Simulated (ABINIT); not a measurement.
**A GW chain in ABINIT: AlAs (F-43m)**

Wanted: ground state, empty states, screening and self-energy for AlAs (F-43m).

Calculated with ABINIT 10.8.3; PBE and many-body steps on it, plane waves.

**What was measured.**

- Gap 3.018 eV: lowest direct gap at Gamma; earlier measurement quoted from literature, technique not stated; 300 K; bulk crystal (pure AlAs, literature value used as model input) (quoted in “Simultaneous Measurement of Mid-Infrared Refractive Indices in Thin-Film Heterostructures: Methodology and Results for GaAs/AlGaAs”, 2023, arxiv:2301.08293).

Report form: the programs' logs are mostly left out.

## (1) The structure

Symmetry: F-43m, No. 216, cubic system. Conventional cell: a = 5.661 Å, b = 5.661 Å, c = 5.661 Å, α = 90.00°, β = 90.00°, γ = 90.00°. Nearest to Al lie 4 As at 2.45 Å. Nearest to As lie 4 Al at 2.45 Å. Farther neighbours are not listed.

The cell and positions come from the Crystallography Open Database and are kept as given unless a step says otherwise.

## (2) Ground state

This step: ABINIT 10.8.3; DFT, PBE, plane waves, norm-conserving pseudopotentials.

The ground-state density comes first.

Contents of run.abi:

```
acell 3*1.0 Angstrom
rprim 
  0.000000000000 2.830400000000 2.830400000000
  2.830400000000 0.000000000000 2.830400000000
  2.830400000000 2.830400000000 -0.000000000000
ntypat 2
znucl 13 33
natom 2
typat 1 2
xred 
  0.000000000000 0.000000000000 0.000000000000
  0.250000000000 0.250000000000 0.250000000000
pp_dirpath "pseudos"
pseudos "Al.upf, As.upf"
ecut 44
ngkpt 6 6 6
nshiftk 1
shiftk 0 0 0
kptopt 1
chksymbreak 0
nband 18
occopt 1
tolvrs 1e-10
nstep 60
prtwf 0
indata_prefix "in"
outdata_prefix "out"
tmpdata_prefix "tmp"
```

Command:

```sh
OMP_NUM_THREADS=1 mpirun -n 4 abinit run.abi > log
```

It took 12 s on 4 MPI ranks of Arm Neoverse V2, shared host; peak memory 0.35 GiB.

This step gave:

| Quantity | Value |
| --- | --- |
| total energy | -8370.2986 eV |
| gap | 1.436 eV |
| k of the valence top | 0, 0, 0 |
| k of the conduction bottom | 0.5, 0.5, 0 |
| least direct gap | 2.044 eV |
| pressure | -4.960 GPa |

The gap is indirect, with the least direct gap 0.61 eV higher.

The cutoff was set for levels, not for stress, so the pressure can be off by some GPa.

## (3) Empty states on the mesh, 4×4×4 mesh, 122 bands

The sums over transitions need many empty states on a uniform mesh; this step solves for them.

Edit run.abi of step 2 so:

```diff
@@ -15,3 +15,3 @@
 ecut 44
-ngkpt 6 6 6
+ngkpt 4 4 4
 nshiftk 1
@@ -20,7 +20,10 @@
 chksymbreak 0
-nband 18
+irdden 1
+istwfk *1
+nband 122
+prtvol 0
+optdriver 6
+gwr_task "HDIAGO"
+paral_kgb 0
 occopt 1
-tolvrs 1e-10
-nstep 60
-prtwf 0
 indata_prefix "in"
```

It took 97 s on 4 MPI ranks; peak memory 4.2 GiB.

This step gave:

```
gap                                                           : 1.436 eV
k of the valence top                                          : 0, 0, 0
k of the conduction bottom                                    : 0.5, 0.5, 0
least direct gap                                              : 2.044 eV
k points computed                                             : 8
lowest point of the top converged band, above the valence top : 87.2392 eV
```

On this mesh the gap is 1.436 eV.

## (4) Screening, 4×4×4 mesh, 114 bands, screening to 182.3 eV

The RPA dielectric matrix is built and inverted for each q.

This step: RPA screening on PBE, plane waves, norm-conserving pseudopotentials.

Edit run.abi of step 3 so:

```diff
@@ -20,10 +20,11 @@
 chksymbreak 0
-irdden 1
 istwfk *1
-nband 122
-prtvol 0
-optdriver 6
-gwr_task "HDIAGO"
-paral_kgb 0
 occopt 1
+irdwfk 1
+optdriver 3
+nband 114
+ecuteps 6.7
+inclvkb 0
+awtr 1
+symchi 1
 indata_prefix "in"
```

Run time: 31 s. Hardware: 4 MPI ranks; peak memory 1 GiB.

Numbers from this step:

* ε∞ with local fields, on this mesh, along the program's q direction: 16.56
* the same without local fields: 18.62
* plasma frequency: 28.12 eV
* plane waves in the screening matrix: 259

Local fields lower ε∞ by 11 %. On a Γ-centred mesh this coarse the value itself is usually too large, while a short band sum pulls it down.

## (5) Self-energy, 4×4×4 mesh, 114 bands, screening to 182.3 eV

The self-energy is evaluated for the states that the input lists, and the levels follow from it, in one-shot runs by the linearised quasiparticle equation.

This step: G0W0 on PBE, plane waves, norm-conserving pseudopotentials.

Edit run.abi of step 4 so:

```diff
@@ -23,8 +23,19 @@
 irdwfk 1
-optdriver 3
+optdriver 4
 nband 114
+gwcalctyp 0
+ecutsigx 44
+symsigma 1
+nkptgw 3
+kptgw 
+  0.0000000000 0.0000000000 0.0000000000
+  0.5000000000 0.5000000000 0.0000000000
+  0.5000000000 0.0000000000 0.0000000000
+bdgw 
+  11 17
+  12 15
+  12 16
 ecuteps 6.7
-inclvkb 0
-awtr 1
-symchi 1
+irdscr 1
+ppmodel 1
 indata_prefix "in"
```

Wall time 17 s (4 MPI ranks); peak memory 1 GiB.

This step gave:

| Quantity | Value |
| --- | --- |
| G0W0 gap on the points computed | 1.891 eV |
| starting gap on the mesh | 1.436 eV |
| k of the valence top | 0, 0, 0 |
| k of the conduction bottom | 0.5, 0.5, 0 |
| Z at the valence top | 0.789 |
| Z at the conduction bottom | 0.806 |
| least direct G0W0 gap on the computed points | 2.762 eV |

The gap on the mesh goes from 1.44 eV to 1.89 eV, a correction of +0.46 eV.

Limits: finite bands, cutoff and mesh; screening head approximate; no spin-orbit coupling; coarse k mesh. v1 is the top filled band, c1 the lowest empty one. Levels before and after the correction, in eV, zero at the valence-band top of each column:

|  | conduction bottom | valence top |
| --- | --- | --- |
| Kohn-Sham | 1.44 | 0.00 |
| G0W0 | 1.89 | 0.00 |

|  | level | energy (eV) |
| --- | --- | --- |
| Kohn-Sham | Γ v3-v1 | 0.000 |
| Kohn-Sham | Γ c1 | 2.044 |
| Kohn-Sham | Γ c2-c4 | 4.293 |
| Kohn-Sham | (0.5 0.5 0) v2-v1 | -2.173 |
| Kohn-Sham | (0.5 0.5 0) c1 | 1.436 |
| Kohn-Sham | (0.5 0.5 0) c2 | 2.301 |
| G0W0 | Γ v3-v1 | 0.000 |
| G0W0 | Γ c1 | 2.762 |
| G0W0 | Γ c2-c4 | 4.918 |
| G0W0 | (0.5 0.5 0) v2-v1 | -2.379 |
| G0W0 | (0.5 0.5 0) c1 | 1.891 |
| G0W0 | (0.5 0.5 0) c2 | 2.888 |

## (6) Where the time went

Times are wall times on 4 MPI ranks of Arm Neoverse V2, shared host, good to a factor of about two.

| step | time | share | memory (GiB) |
| --- | --- | --- | --- |
| ground state | 12 s | 7 % | 0.35 |
| empty states on the mesh | 97 s | 62 % | 4.2 |
| screening | 31 s | 20 % | 1.0 |
| self-energy | 17 s | 11 % | 1.0 |

## (7) Outcome

```json
{
 "PBE gap": "1.44 eV, indirect",
 "G0W0 gap on the mesh": "1.89 eV",
 "GW settings": "4×4×4 mesh, 114 bands, screening to 182.3 eV, Godby-Needs plasmon pole",
 "known limits": "not at the basis limit; screening head approximate; no spin-orbit coupling; coarse k mesh"
}
```

G0W0 moves the gap on the mesh from 1.44 eV to 1.89 eV (+0.46 eV), with Z of 0.79 and 0.81 at the edges. Local fields lower the RPA ε∞ on this mesh from 18.62 to 16.56; a Γ-centred mesh this coarse tends to raise both, most where the direct gap is narrow, while a short band sum lowers them. Only 3 of the mesh's irreducible points were corrected, so a valley elsewhere could overtake. The dearest step here is «empty states on the mesh». Against experiment, by G0W0@PBE: the direct gap of 2.76 eV lies −0.26 eV from the measured 3.018 eV (direct, 300 K, quoted 2023). An exciton line or allowed optical edge lies below the quasiparticle gap by the binding energy; a forbidden edge can push the onset above it. The calculation has static nuclei and no excitons; a measured gap holds zero-point and thermal motion, which mostly lowers it. Bands and cutoff are finite, so the gap is not at the basis limit. The miss can reach some tenths of an eV and take either sign; the mesh is an error of its own. In the G0W0 run levels were corrected at 3 k points alone, so a gap called «on the mesh» is the least over those, and an edge elsewhere would be missed. The 4×4×4 mesh is coarse for this cell, which bears on the long-range parts of exchange and screening. The long-wavelength limit of the screening leaves out the non-local commutator, which shifts ε∞. The many-body steps are scalar-relativistic: spin-orbit coupling is not in them.

[Paths, hosts, dates, memory and timing lines, banners, echoed tables and standing remarks are left out of the program output.]

[Logs are printed without paths, hosts, clocks, repeated set-up lines and the standing remarks that a program may print on its own settings, such as how far it seeks lower states.]

[Runs of the session that timed out or met a known fault of the program may be left out.]

[Hosts, paths, dates, database ids (printed as entryN), source tags and the programs' standing remarks are cut or masked in the printed files.]

[G0W0 gaps are taken among the corrected bands and points alone; a level outside them can change the order at an edge.]

[Where Ansatz stands beside ABINIT at settings called matched, ABINIT's density can come from a denser mesh and the files from another edition; pairs whose starting gaps differed by over 0.03 eV were left out, so agreement reads better than it is.]
